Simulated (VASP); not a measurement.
# ZnS (P6_3mc) in VASP: a series of runs

Aim: see how the results for ZnS move with the level of theory and the settings. Levels: RPBE, BLYP+D3(BJ), PBE exchange alone. Tasks: single point.

Everything below comes from runs of VASP 6.6.1. Logs are shortened: lines on timing, memory, paths and dates and some standing lists are left out, and cuts for length are marked.

**Experimental background.**

A printed reference work, monograph reports, for a bulk crystal of ZnS at 4 K: band gap 3.911 eV (direct).

The runs below are set against these values where they give the same quantity.

## 1. The cell of the first run

It takes space group P6_3mc (No. 186, hexagonal). The conventional cell has a = 3.759 Å, b = 3.759 Å, c = 6.150 Å, α = 90.00°, β = 90.00°, γ = 120.00°. Within 3.0 Å of Zn (site symmetry 3m) lie 4 S at 2.28 to 2.37 Å. Within 3.0 Å of S (site symmetry 3m) lie 4 Zn at 2.28 to 2.37 Å.

## 2. Single point, RPBE

INCAR

```
SYSTEM = ZnS
PREC = Accurate
ENCUT = 520
EDIFF = 1E-7
ISMEAR = -1
SIGMA = 0.05
LREAL = .False.
LASPH = .True.
NELM = 100
ALGO = Normal
ISIF = 2
LWAVE = .False.
LCHARG = .False.
GGA = RP
NBANDS = 26
```

KPOINTS

```
Automatic mesh
0
Gamma
  8 8 5
  0 0 0
```

POSCAR

```
ZnS
1.0
    3.7594936861      0.0000000000      0.0000000000
   -1.8797468431      3.2558170375      0.0000000000
    0.0000000000      0.0000000000      6.1497464286
Zn S
2 2
Direct
    0.6666666667      0.3333333333      0.5000000000
    0.3333333333      0.6666666667      0.0000000000
    0.6666666667      0.3333333333      0.8850000000
    0.3333333333      0.6666666667      0.3850000000
```

Potentials or basis: VASP PAW PBE potentials, release 64 (Zn, S).

Launch:

```console
$ cat potpaw_PBE.64/Zn/POTCAR potpaw_PBE.64/S/POTCAR > POTCAR
$ mpirun -np 1 vasp_std > vasp.out
```

OUTCAR:

```text
SYSTEM = ZnS
   PREC = Accurate
   ENCUT = 520
   EDIFF = 1E-7
   ISMEAR = -1
   LREAL = .False.
   LASPH = .True.
   NELM = 100
   ISIF = 2
   GGA = RP

 ion  position               nearest neighbor table
   1  0.667  0.333  0.500-   4 2.28   4 2.28   4 2.28   3 2.37
   2  0.333  0.667  0.000-   3 2.28   3 2.28   3 2.28   4 2.37
   3  0.667  0.333  0.885-   2 2.28   2 2.28   2 2.28   1 2.37
   4  0.333  0.667  0.385-   1 2.28   1 2.28   1 2.28   2 2.37

  LATTYP: Found a hexagonal cell.
 ALAT       =     3.7594936861
 C/A-ratio  =     1.6357911310

  Lattice vectors:

 A1 = (   3.7594936861,   0.0000000000,   0.0000000000)
 A2 = (  -1.8797468431,   3.2558170375,   0.0000000000)
 A3 = (   0.0000000000,   0.0000000000,   6.1497464286)

Analysis of symmetry for initial positions (statically):
=====================================================================
 Subroutine PRICEL returns:
 Original cell was already a primitive cell.

 Routine SETGRP: Setting up the symmetry group for a
 hexagonal supercell.

 Subroutine GETGRP returns: Found 12 space group operations
 (whereof  6 operations were pure point group operations)
 out of a pool of 24 trial point group operations.

The static configuration has the point symmetry C_3v.
 The point group associated with its full space group is C_6v.

Analysis of symmetry for dynamics (positions and initial velocities):
=====================================================================
 Subroutine PRICEL returns:
 Original cell was already a primitive cell.

 Routine SETGRP: Setting up the symmetry group for a
 hexagonal supercell.

 Subroutine GETGRP returns: Found 12 space group operations
 (whereof  6 operations were pure point group operations)
 out of a pool of 24 trial point group operations.

The dynamic configuration has the point symmetry C_3v.
 The point group associated with its full space group is C_6v.

 Subroutine INISYM returns: Found 12 space group operations
 (whereof  6 operations are pure point group operations),
 and found     1 'primitive' translations

----------------------------------------------------------------------------------------

                                     Primitive cell

  volume of cell :      75.2743

  direct lattice vectors                    reciprocal lattice vectors
     3.759493686  0.000000000  0.000000000     0.265993265  0.153571283  0.000000000
    -1.879746843  3.255817037  0.000000000     0.000000000  0.307142566  0.000000000
     0.000000000  0.000000000  6.149746429     0.000000000  0.000000000  0.162608331

  length of vectors
     3.759493686  3.759493686  6.149746429     0.307142566  0.307142566  0.162608331

  position of ions in fractional coordinates (direct lattice)
     0.666666667  0.333333333  0.500000000
     0.333333333  0.666666667  0.000000000
     0.666666667  0.333333333  0.885000000
     0.333333333  0.666666667  0.385000000

  ion indices of the primitive-cell ions
   primitive index   ion index
                 1           1
                 2           2
                 3           3
                 4           4

----------------------------------------------------------------------------------------

 KPOINTS: Automatic mesh

Automatic generation of k-mesh.
 Grid dimensions read from file:
 generate k-points for:    8    8    5

 Generating k-lattice:

  Cartesian coordinates                     Fractional coordinates (reciprocal lattice)
     0.033249158  0.019196410  0.000000000     0.125000000  0.000000000  0.000000000
     0.000000000  0.038392821  0.000000000     0.000000000  0.125000000  0.000000000
     0.000000000  0.000000000  0.032521666     0.000000000  0.000000000  0.200000000

  Length of vectors
     0.038392821  0.038392821  0.032521666

  Shift w.r.t. Gamma in fractional coordinates (k-lattice)
     0.000000000  0.000000000  0.000000000

 Subroutine IBZKPT returns following result:
 ===========================================

 Found     30 irreducible k-points:

 Following reciprocal coordinates:
            Coordinates               Weight
  0.000000  0.000000  0.000000      1.000000
  0.125000  0.000000  0.000000      6.000000
  0.250000  0.000000  0.000000      6.000000
  0.375000  0.000000  0.000000      6.000000
  0.500000  0.000000  0.000000      3.000000
  0.125000  0.125000  0.000000      6.000000
[... 16 lines left out ...]
  0.250000  0.000000  0.400000     12.000000
  0.375000  0.000000  0.400000     12.000000
 [... further k-points ...]
   k-points           NKPTS =     30   k-points in BZ     NKDIM =     30   number of bands    NBANDS=     26
   number of dos      NEDOS =    301   number of ions     NIONS =      4
   total plane-waves  NPLWV =  37632
   dimension x,y,z NGX =    28 NGY =   28 NGZ =   48
   dimension x,y,z NGXF=    56 NGYF=   56 NGZF=   96
   ions per type =               2   2
   NGX,Y,Z   is equivalent  to a cutoff of  12.38, 12.38, 12.98 a.u.
   NGXF,Y,Z  is equivalent  to a cutoff of  24.76, 24.76, 25.95 a.u.
 SYSTEM =  ZnS
   PREC   = accura    normal or accurate (medium, high low for compatibility)
   ISTART =      0    job   : 0-new  1-cont  2-samecut
   ICHARG =      2    charge: 1-file 2-atom 10-const
   ISPIN  =      1    spin polarized calculation?
   LNONCOLLINEAR =      F non collinear calculations
   LSORBIT =      F    spin-orbit coupling
   LASPH  =      T    aspherical Exc in radial PAW
   ENCUT  =  520.0 eV  38.22 Ry    6.18 a.u.   6.99  6.99 11.43*2*pi/ulx,y,z
   NELM   =    100;   NELMIN=  2; NELMDL= -5     # of ELM steps
   EDIFF  = 0.1E-06   stopping-criterion for ELM
   LREAL  =      F    real-space projection
   EDIFFG = 0.1E-05   stopping-criterion for IOM
   NSW    =      0    number of steps for IOM
   IBRION =     -1    ionic relax: 0-MD 1-quasi-New 2-CG
   NFREE  =      0    steps in history (QN), initial steepest desc. (CG)
   ISIF   =      2    stress and relaxation
   ISYM   =      2    0-nonsym 1-usesym 2-fastsym
   POTIM  = 0.5000    time-step for ionic-motion
   TEBEG  =    0.0;   TEEND  =   0.0 temperature during run
   PSTRESS=    0.0 pullay stress
   NELECT =      36.0000    total number of electrons
   NUPDOWN=      -1.0000    fix difference up-down
   EMIN   =  10.00;   EMAX   =-10.00  energy-range for DOS
   EFERMI =   0.00;   METHOD = LEGACY
   ISMEAR =    -1;   SIGMA  =   0.05  broadening in eV -4-tet -1-fermi 0-gaus
   EFERMI_NEDOS =   21; number of points for ismear=-14 and -15
   IALGO  =     38    algorithm
   IMIX   =      4    mixing-type and parameters
     AMIX     =   0.40;   BMIX     =  1.00
     AMIX_MAG =   1.60;   BMIX_MAG =  1.00
  volume/ion in A,a.u.               =      18.82       126.99
  Fermi-wavevector in a.u.,A,eV,Ry     =   1.280246  2.419314 22.300360  1.639030
  Thomas-Fermi vector in A             =   2.412685
   LORBIT       =      0    0 simple, 1 ext, 2 COOP (PROOUT), +10 PAW based schemes
   GGA     = RP    functional components
   LHFCALC =     F    Hartree Fock is set to
   AEXX    =    0.0000 exact exchange contribution
   IVDW    =     0    specifies the selected vdW correction
   LEPSILON=     F    determine dielectric tensor
   LRPA    =     F    only Hartree local field effects (RPA)
 non-spin polarized calculation
  energy-cutoff  :      520.00
  volume of cell :       75.27
 maximum number of plane-waves:      2043
 NGX is ok and might be reduce to    28
   NGX = 13   NGY = 13   NGZ = 23

 number of electron      35.9999971 magnetization

 Free energy of the ion-electron system (eV)
  ---------------------------------------------------
  ext. energy  EPLUGINS =         0.00000000
  ---------------------------------------------------
  free energy    TOTEN  =       -12.16410017 eV

  energy without entropy =      -12.16410017  energy(sigma->0) =      -12.16410017

 E-fermi :   3.7148     XC(G=0):  -9.6333

 val. band max:        2.6593450204   @ k =   0.0000   0.0000   0.0000
 cond. band min:       5.2757016982   @ k =   0.0000   0.0000   0.0000
 fundamental gap:      2.6163566778
 Fermi energy:         3.7147821915

 k-point     1 :       0.0000    0.0000    0.0000
  band No.  band energies     occupation
      1     -10.8091      2.00000
      2      -9.8198      2.00000
      3      -3.8326      2.00000
      4      -3.8326      2.00000
      5      -3.7633      2.00000
      6      -3.7633      2.00000
[... 18 lines left out ...]
     25      10.3393      0.00000
     26      12.3815      0.00000

 k-point     2 :       0.1250    0.0000    0.0000
  band No.  band energies     occupation
      1     -10.6962      2.00000
      2      -9.7545      2.00000
      3      -3.8440      2.00000
      4      -3.8050      2.00000
      5      -3.7570      2.00000
      6      -3.7277      2.00000
[... 18 lines left out ...]
     25      10.8486      0.00000
     26      11.5154      0.00000

 k-point     3 :       0.2500    0.0000    0.0000
  band No.  band energies     occupation
      1     -10.3927      2.00000
      2      -9.6013      2.00000
      3      -3.8530      2.00000
      4      -3.7437      2.00000
      5      -3.7357      2.00000
      6      -3.6393      2.00000
[... 18 lines left out ...]
     25      11.2817      0.00000
     26      11.7832      0.00000

 k-point     4 :       0.3750    0.0000    0.0000
  band No.  band energies     occupation
      1     -10.0157      2.00000
      2      -9.4770      2.00000
      3      -3.8267      2.00000
      4      -3.6946      2.00000
      5      -3.6758      2.00000
      6      -3.5400      2.00000
[... 18 lines left out ...]
     25      11.7072      0.00000
     26      13.2710      0.00000

 k-point     5 :       0.5000    0.0000    0.0000
  band No.  band energies     occupation
      1      -9.8082      2.00000
      2      -9.4613      2.00000
      3      -3.8086      2.00000
      4      -3.6790      2.00000
      5      -3.5834      2.00000
      6      -3.4992      2.00000
[... 18 lines left out ...]
     25      12.0096      0.00000
     26      14.3623      0.00000

 k-point     6 :       0.1250    0.1250    0.0000
  band No.  band energies     occupation
      1     -10.4874      2.00000
      2      -9.6449      2.00000
      3      -3.8418      2.00000
      4      -3.7718      2.00000
      5      -3.7231      2.00000
      6      -3.7031      2.00000
[... 427 lines left out ...]
 k-point    21 :       0.0000    0.0000    0.4000
  band No.  band energies     occupation
      1     -10.5053      2.00000
      2     -10.2030      2.00000
      3      -3.8156      2.00000
      4      -3.8155      2.00000
      5      -3.7942      2.00000
      6      -3.7942      2.00000
[... 18 lines left out ...]
     25       9.6401      0.00000
     26      10.4021      0.00000

 k-point    22 :       0.1250    0.0000    0.4000
  band No.  band energies     occupation
      1     -10.4040      2.00000
      2     -10.1157      2.00000
      3      -3.8387      2.00000
      4      -3.8076      2.00000
      5      -3.7848      2.00000
      6      -3.7610      2.00000
[... 18 lines left out ...]
     25      10.1125      0.00000
     26      10.6064      0.00000

 k-point    23 :       0.2500    0.0000    0.4000
  band No.  band energies     occupation
      1     -10.1385      2.00000
      2      -9.8947      2.00000
      3      -3.8569      2.00000
      4      -3.8152      2.00000
      5      -3.7115      2.00000
      6      -3.6786      2.00000
[... 18 lines left out ...]
     25      10.8194      0.00000
     26      11.2330      0.00000

 k-point    24 :       0.3750    0.0000    0.4000
  band No.  band energies     occupation
      1      -9.8301      2.00000
      2      -9.6628      2.00000
      3      -3.8434      2.00000
      4      -3.7980      2.00000
      5      -3.6435      2.00000
      6      -3.5953      2.00000
[... 18 lines left out ...]
     25      12.0988      0.00000
     26      12.2179      0.00000

 [... further k-points ...]

------------------------ aborting loop because EDIFF is reached ----------------------------------------

  FORCE on cell =-STRESS in cart. coord.  units (eV):
  Direction    XX          YY          ZZ          XY          YZ          ZX
  --------------------------------------------------------------------------------------
  -------------------------------------------------------------------------------------
  Total        4.5768163      4.5768163      3.2103951     -0.0000000      0.0000000      0.0000000
  in kB       97.4153733     97.4153733     68.3317449     -0.0000000      0.0000000      0.0000000
  external PRESSURE =      87.7208305 kB  Pullay stress =       0.0000000 kB

 VOLUME and BASIS-vectors are now :
 -----------------------------------------------------------------------------
  energy-cutoff  :      520.00
  volume of cell :       75.27
      direct lattice vectors                 reciprocal lattice vectors
     3.759493686  0.000000000  0.000000000     0.265993265  0.153571283  0.000000000
    -1.879746843  3.255817037  0.000000000     0.000000000  0.307142566  0.000000000
     0.000000000  0.000000000  6.149746429     0.000000000  0.000000000  0.162608331

 POSITION                                       TOTAL-FORCE (eV/Angst)
 -----------------------------------------------------------------------------------
      1.87975      1.08527      3.07487         0.000000     -0.000000      0.380412
     -0.00000      2.17054      0.00000        -0.000000      0.000000      0.380412
      1.87975      1.08527      5.44253        -0.000000     -0.000000     -0.380412
     -0.00000      2.17054      2.36765         0.000000     -0.000000     -0.380412
 -----------------------------------------------------------------------------------
    total drift:                               -0.000001     -0.000001      0.000941

  FREE ENERGIE OF THE ION-ELECTRON SYSTEM (eV)
  ---------------------------------------------------
  free  energy   TOTEN  =       -12.1641001726 eV

  energy  without entropy=      -12.1641001726  energy(sigma->0) =      -12.16410017
```

It took 2.3 min on 1 thread of AMD EPYC 7R13, shared host; peak memory 0.18 GiB.

Results:

| Property | Result |
| --- | --- |
| Free energy | -12.1641 eV |
| Pressure | 8.8 GPa |
| Largest force | 0.380 eV/Å |
| Band gap on the k mesh | 2.62 eV |

Forces in eV/Å, atoms in the order of the input:
```
Zn   0.000  0.000  0.380
Zn   0.000  0.000  0.380
S    0.000  0.000 -0.380
S    0.000  0.000 -0.380
```

Stress tensor (GPa, compression positive):
```
9.74 0.00 0.00
0.00 9.74 0.00
0.00 0.00 6.83
```

Levels at points of the mesh, in eV from the valence-band top:
```
           k point  band 16  band 17  band 18  band 19  band 20  band 21
(0.00, 0.00, 0.00)     0.00     0.00     0.00     2.62     3.19     6.33
(0.50, 0.00, 0.00)    -2.38    -1.65    -1.03     3.70     4.48     5.27
```

Caveat: the cell stands under pressure; the PAW data sets were made with another functional, which shifts forces and pressure a little.

## 3. Single point, RPBE

This run uses another cell than the first one, of 19.21 Å³/atom.

INCAR

```
ALGO = Normal
EDIFF = 1E-7
ENCUT = 520
GGA = RP
ISIF = 2
ISMEAR = -1
LASPH = True
LCHARG = True
LELF = True
LREAL = False
LVHAR = True
LWAVE = False
NBANDS = 26
NELM = 80
PREC = Accurate
SIGMA = 0.05
```

KPOINTS

```
k-points
0
Gamma
  8 8 5
```

POSCAR

```
ZnS
1.0
    3.7854220481      0.0000000000      0.0000000000
   -1.8927110241      3.2782716577      0.0000000000
    0.0000000000      0.0000000000      6.1921598132
Zn S
2 2
Direct
    0.6666666667      0.3333333333      0.5000000000
    0.3333333333      0.6666666667      0.0000000000
    0.6666666667      0.3333333333      0.8850000000
    0.3333333333      0.6666666667      0.3850000000
```

Potentials or basis: VASP PAW PBE potentials, release 64 (Zn, S).

Launch:

```console
$ cat potpaw_PBE.64/Zn/POTCAR potpaw_PBE.64/S/POTCAR > POTCAR
$ mpirun -np 1 vasp_std > vasp.out
```

It took 2.4 min on 1 thread of AMD EPYC 7R13, shared host; peak memory 0.18 GiB.

It converged, with:

```
Free energy            : -12.2406 eV
Pressure               : 6.8 GPa
Largest force          : 0.354 eV/Å
Band gap on the k mesh : 2.52 eV
```

Forces on the atoms (eV/Å):
```
Zn   0.000  0.000  0.354
Zn   0.000  0.000  0.354
S    0.000  0.000 -0.354
S    0.000  0.000 -0.354
```

Stress tensor (GPa, compression positive):
```
7.68 0.00 0.00
0.00 7.68 0.00
0.00 0.00 5.13
```

Levels at points of the mesh, in eV from the valence-band top:
```
           k point  band 15  band 16  band 17  band 18  band 19  band 20  band 21  band 22
(0.00, 0.00, 0.00)    -0.87     0.00     0.00     0.00     2.52     3.15     6.35     6.35
(0.50, 0.00, 0.00)    -3.22    -2.30    -1.59    -1.00     3.72     4.43     5.29     7.19
```

Caveat: the cell stands under pressure; the PAW data sets were made with another functional, which shifts forces and pressure a little.

## 4. Single point, BLYP+D3(BJ)

This run uses another cell than the first one, of 19.55 Å³/atom.

INCAR

```
SYSTEM = ZnS
  AGGAC = 1.0
  AGGAX = 1.0
  ALDAC = 0.0
  ALDAX = 1.0
  ALGO = Normal
  EDIFF = 1E-6
  ENCUT = 520
  GGA = B5
  ISIF = 2
  ISMEAR = -1
  IVDW = 12
  LASPH = .TRUE.
  LCHARG = .TRUE.
  LELF = .TRUE.
  LREAL = .FALSE.
  LVHAR = .TRUE.
  LWAVE = .FALSE.
  NBANDS = 26
  NELM = 60
  PREC = Accurate
  SIGMA = 0.05
  VDW_A1 = 0.4298
  VDW_A2 = 4.2359
  VDW_S6 = 1.0
  VDW_S8 = 2.6996
```

KPOINTS

```
k-points
0
G
  8 8 5
  0 0 0
```

POSCAR

```
ZnS
1.0
    3.7982909155      0.0000000000      0.0000000000
   -1.8991454578      3.2894164238      0.0000000000
    0.0000000000      0.0000000000      6.2602141757
Zn S
2 2
Direct
    0.6666666667      0.3333333333      0.5060450757
    0.3333333333      0.6666666667      0.0060450757
    0.6666666667      0.3333333333      0.8789549243
    0.3333333333      0.6666666667      0.3789549243
```

Launch:

```console
$ cat potpaw_PBE.64/Zn/POTCAR potpaw_PBE.64/S/POTCAR > POTCAR
$ mpirun -np 1 vasp_std > vasp.out
```

Run time: 2.4 min. Hardware: 1 thread of AMD EPYC 7R13, shared host; peak memory 0.19 GiB.

It converged, with:

* Free energy: -14.2065 eV
* Pressure: 0.1 GPa
* Band gap on the k mesh: 2.22 eV
* Dispersion energy per atom: -0.673 eV

Levels at points of the mesh, in eV from the valence-band top:
| k point | band 15 | band 16 | band 17 | band 18 | band 19 | band 20 | band 21 | band 22 |
| --- | --- | --- | --- | --- | --- | --- | --- | --- |
| (0.00, 0.00, 0.00) | -0.88 | -0.11 | 0.00 | 0.00 | 2.22 | 3.18 | 6.37 | 6.37 |
| (0.50, 0.00, 0.00) | -3.27 | -2.21 | -1.69 | -0.88 | 3.76 | 4.26 | 5.20 | 6.96 |

Caveat: the PAW data sets were made with another functional, which shifts forces and pressure a little.

(Part 1 of 2 ends here.)
